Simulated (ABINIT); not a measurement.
Ti2C:

```xyz
3
Lattice="1.5407 0.8895 4.8138 -1.5407 0.8895 4.8138 0.0000 -1.7790 4.8138" Properties=species:S:1:pos:R:3 pbc="T T T"
Ti    0.0000    0.0000   10.8960
Ti    0.0000    0.0000    3.5453
C     0.0000    0.0000    7.2207
```

The cell comes from a database or a generator and needn't be the stable form of this composition.

Base run:

```yaml
Program: ABINIT 10.8.3 (patched build)
Functional: PBEsol
Potentials_or_basis: PseudoDojo NC SR PBEsol v0.4.1 standard
Cutoff: 1143 eV
k_mesh: 10 × 10 × 10
Occupations: fermi-dirac, width 0.05 eV
Spin: no spin polarisation
```

Its results: band gap on the k mesh none (metal or under the smearing width); pressure -4.5 GPa; largest force 0.173 eV/Å.

Q: The run is repeated on the same cell with these changes: functional from PBEsol to LDA; potentials or basis from PseudoDojo NC SR PBEsol v0.4.1 standard to JTH PAW LDA v2.0; cutoff from 1143 eV to 517 eV. What comes out?

A: Band gap on the k mesh none (metal or under the smearing width); pressure -8.7 GPa; largest force 0.341 eV/Å.
